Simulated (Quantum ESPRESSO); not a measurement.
The system is CuO.

```
Cu O
1.0
     3.17953    0.00000    0.00000
    -1.58977    2.75356    0.00000
     0.00000    0.00000    4.43149
Cu O
2 2
Direct
  0.00000 0.00000 0.00000
  0.00000 0.00000 0.50000
  0.33333 0.66667 0.25000
  0.66667 0.33333 0.75000
```

Measurements of this composition are mostly on another form, of space group No. 15.

A run of Quantum ESPRESSO 7.5 on this cell left the log below. Logs are shortened: lines on timing, memory, paths and dates and some standing lists are left out, and cuts for length are marked.

```text
This program is part of the open-source Quantum ESPRESSO suite
     for quantum simulation of materials; please cite
[... 11 lines left out ...]
     --------------------
     sticks:   dense  smooth     PW     G-vecs:    dense   smooth      PW
     Min         435     435    126                14547    14547    2350
     Max         436     436    127                14550    14550    2357
     Sum         871     871    253                29097    29097    4707

     Using Slab Decomposition

     bravais-lattice index     =            0
     lattice parameter (alat)  =       6.0084  a.u.
     unit-cell volume          =     261.8206 (a.u.)^3
     number of atoms/cell      =            4
     number of atomic types    =            2
     number of electrons       =        50.00
     number of Kohn-Sham states=           34
     kinetic-energy cutoff     =      88.0000  Ry
     charge density cutoff     =     352.0000  Ry
     scf convergence threshold =      8.0E-10
     mixing beta               =       0.5000
     number of iterations used =            8  plain     mixing
     Exchange-correlation= PBE
                           (   1   4   3   4   0   0   0)

     celldm(1)=   6.008447  celldm(2)=   0.000000  celldm(3)=   0.000000
     celldm(4)=   0.000000  celldm(5)=   0.000000  celldm(6)=   0.000000

     crystal axes: (cart. coord. in units of alat)
               a(1) = (   1.000000   0.000000   0.000000 )
               a(2) = (  -0.500000   0.866025   0.000000 )
               a(3) = (   0.000000   0.000000   1.393755 )

     reciprocal axes: (cart. coord. in units 2 pi/alat)
               b(1) = (  1.000000  0.577350 -0.000000 )
               b(2) = (  0.000000  1.154701  0.000000 )
               b(3) = (  0.000000 -0.000000  0.717486 )

     PseudoPot. # 1 for Cu read from file:
     Cu_ONCV_PBE-1.2.upf
     Pseudo is Norm-conserving, Zval = 19.0
     Generated using ONCVPSP code by D. R. Hamann
     Using radial grid of  602 points,  6 beta functions with:
                l(1) =   0
                l(2) =   0
                l(3) =   1
[... 26 lines left out ...]
         4        O      tau(   4) = (   0.5000000   0.2886751   1.0453164  )

     number of k points=     6  Fermi-Dirac smearing, width (Ry)=  0.0037
                       cart. coord. in units 2pi/alat
        k(    1) = (   0.0000000   0.0000000   0.0000000), wk =   0.1111111
        k(    2) = (   0.0000000   0.0000000  -0.3587431), wk =   0.1111111
        k(    3) = (   0.0000000   0.3849002   0.0000000), wk =   0.6666667
        k(    4) = (   0.0000000   0.3849002  -0.3587431), wk =   0.6666667
        k(    5) = (   0.3333333   0.5773503   0.0000000), wk =   0.2222222
        k(    6) = (   0.3333333   0.5773503  -0.3587431), wk =   0.2222222

     Dense  grid:    29097 G-vectors     FFT dimensions: (  36,  36,  54)

     Initial potential from superposition of free atoms

     starting charge      49.9448, renormalised to      50.0000
     Starting wfcs are random

     Self-consistent Calculation

     iteration #  1     ecut=    88.00 Ry     beta= 0.50
     Davidson diagonalization with overlap
     ethr =  1.00E-02,  avg # of iterations = 10.0

     Threshold (ethr) on eigenvalues was too large:
     Diagonalizing with lowered threshold

     Davidson diagonalization with overlap
     ethr =  5.37E-04,  avg # of iterations =  1.5

     total energy              =    -793.99740657 Ry
     estimated scf accuracy    <       0.26807460 Ry
[... 57 lines left out ...]
     iteration # 10     ecut=    88.00 Ry     beta= 0.50
     Davidson diagonalization with overlap
     ethr =  5.47E-12,  avg # of iterations =  2.0

     End of self-consistent calculation

          k = 0.0000 0.0000 0.0000 (  3631 PWs)   bands (ev):

   -99.2834 -99.2510 -56.9006 -56.6326 -56.6326 -56.6319 -56.6062 -56.6062
    -6.2038  -4.6355   6.4460   7.6545   7.6545   8.7212  10.0827  10.0827
    10.5156  10.5156  10.7809  10.7809  11.3822  11.5423  11.5423  12.8314
    13.5841  13.5841  14.4605  18.1262  24.4010  25.3072  25.3072  30.7186
    31.1284  31.7715
[... 35 lines left out ...]
   -99.2669 -99.2669 -56.7662 -56.7662 -56.6231 -56.6231 -56.6230 -56.6230
    -4.9074  -4.9074   7.0054   7.0054   7.6066   7.6066   8.8048   8.8048
    10.5717  10.5717  10.7708  10.7708  11.2237  11.2237  11.5014  11.5014
    13.4370  13.4370  20.2750  20.2750  22.9712  22.9712  24.1160  24.1160
    30.1403  30.1403

     the Fermi energy is    12.9594 ev

!    total energy              =    -794.08786166 Ry
     estimated scf accuracy    <          2.8E-11 Ry
     smearing contrib. (-TS)   =      -0.00126563 Ry
     internal energy E=F+TS    =    -794.08659603 Ry

     The total energy is F=E-TS. E is the sum of the following terms:
     one-electron contribution =    -471.01302089 Ry
     hartree contribution      =     260.73986359 Ry
     xc contribution           =     -83.66849741 Ry
     ewald contribution        =    -500.14494132 Ry

     convergence has been achieved in  10 iterations

     Forces acting on atoms (cartesian axes, Ry/au):

     atom    1 type  1   force =    -0.00000000    0.00000000   -0.00000000
     atom    2 type  1   force =     0.00000000   -0.00000000    0.00000000
     atom    3 type  2   force =     0.00000000    0.00000000   -0.00000000
     atom    4 type  2   force =     0.00000000   -0.00000000    0.00000000

     Total force =     0.000000     Total SCF correction =     0.000000

     Computing stress (Cartesian axis) and pressure

          total   stress  (Ry/bohr**3)                   (kbar)     P=       49.32
  -0.00066041  -0.00000000   0.00000000          -97.15       -0.00        0.00
  -0.00000000  -0.00066041   0.00000000           -0.00      -97.15        0.00
   0.00000000   0.00000000   0.00232658            0.00        0.00      342.25

=------------------------------------------------------------------------------=
   JOB DONE.
=------------------------------------------------------------------------------=
```

Question: Write the input and the command behind it.

Answer: Single point with PBE, no spin polarisation. The files as run (others can give the same):

pw.in
```
&CONTROL
  calculation = 'scf'
  prefix = 'pwscf'
  outdir = './tmp'
  pseudo_dir = './pseudo'
  tprnfor = .true.
  tstress = .true.
  disk_io = 'nowf'
/
&SYSTEM
  ibrav = 0
  nat = 4
  ntyp = 2
  ecutwfc = 88
  nbnd = 34
  occupations = 'smearing'
  smearing = 'fd'
  degauss = 0.00367493
/
&ELECTRONS
  conv_thr = 8d-10
  electron_maxstep = 120
  mixing_beta = 0.5
/
ATOMIC_SPECIES
Cu    63.5460 Cu_ONCV_PBE-1.2.upf
O     15.9990 O_ONCV_PBE-1.2.upf
CELL_PARAMETERS angstrom
   3.1795331000    0.0000000000    0.0000000000
  -1.5897665500    2.7535564400    0.0000000000
   0.0000000000    0.0000000000    4.4314907300
ATOMIC_POSITIONS crystal
Cu     0.0000000000    0.0000000000    0.0000000000
Cu     0.0000000000    0.0000000000    0.5000000000
O      0.3333333333    0.6666666667    0.2500000000
O      0.6666666667    0.3333333333    0.7500000000
K_POINTS automatic
3 3 2 0 0 0
```

Potentials or basis: SG15 PBE 1.2.
Run with:
```sh
$ OMP_NUM_THREADS=1 mpirun -n 2 pw.x -in pw.in > pw.out
```

Caveat: the k mesh is coarse (spacing up to 0.76 Å⁻¹), so the values aren't converged; the run has no spin polarisation, though such a crystal can be magnetic; semilocal functionals often make such compounds metallic where correlation or magnetic order opens a gap, which also shifts bond lengths.
